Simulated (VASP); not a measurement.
Data:

```
CELL_PARAMETERS angstrom
      0.00000     3.03240     3.03240
      3.03240     0.00000     3.03240
      3.03240     3.03240     0.00000
ATOMIC_POSITIONS crystal
  Zn 0.00000 0.00000 0.00000
  Te 0.25000 0.25000 0.25000
```

Computed with PBEsol GGA, VASP's PBE PAW potentials (set 64) (plane waves; VASP). Settings: 400 eV cut-off, Gaussian smearing of 0.050 eV, potentials Zn Te.

Unless said otherwise, spin-orbit coupling is left out, though it shifts the bands of the heavy elements here.

Task: Give the energies of bands 2 to 12 at the high-symmetry points, in eV from the valence-band maximum.

Result: 
```json
[
 {"band": "2", "Γ": "-6.98", "X": "-6.92", "U": "-6.90", "L": "-6.92", "W": "-6.89"},
 {"band": "3", "Γ": "-6.98", "X": "-6.82", "U": "-6.84", "L": "-6.92", "W": "-6.85"},
 {"band": "4", "Γ": "-6.98", "X": "-6.82", "U": "-6.78", "L": "-6.73", "W": "-6.76"},
 {"band": "5", "Γ": "-6.73", "X": "-6.71", "U": "-6.72", "L": "-6.73", "W": "-6.75"},
 {"band": "6", "Γ": "-6.73", "X": "-6.52", "U": "-6.47", "L": "-6.58", "W": "-6.43"},
 {"band": "7", "Γ": "0.00", "X": "-5.12", "U": "-5.00", "L": "-5.32", "W": "-4.98"},
 {"band": "8", "Γ": "0.00", "X": "-2.26", "U": "-3.20", "L": "-0.93", "W": "-2.94"},
 {"band": "9", "Γ": "0.00", "X": "-2.26", "U": "-1.88", "L": "-0.93", "W": "-2.72"},
 {"band": "10", "Γ": "1.24", "X": "2.17", "U": "2.55", "L": "1.73", "W": "4.56"},
 {"band": "11", "Γ": "4.33", "X": "2.23", "U": "4.69", "L": "4.99", "W": "4.75"},
 {"band": "12", "Γ": "4.33", "X": "9.83", "U": "7.69", "L": "4.99", "W": "5.74"}
]
```

The gap is direct, 1.24 eV, from the valence maximum at Γ to the conduction minimum at Γ.

Measured: gap 2.43 eV (computed value off by -1.19 eV), as given by Anna Miglio et al., npj Computational Materials (2020), arXiv:2011.12765 [zero-point renormalisation of 40 meV (experimental, the table's column) added back].

The compound is ZnTe in the zinc blende structure. It was relaxed first.
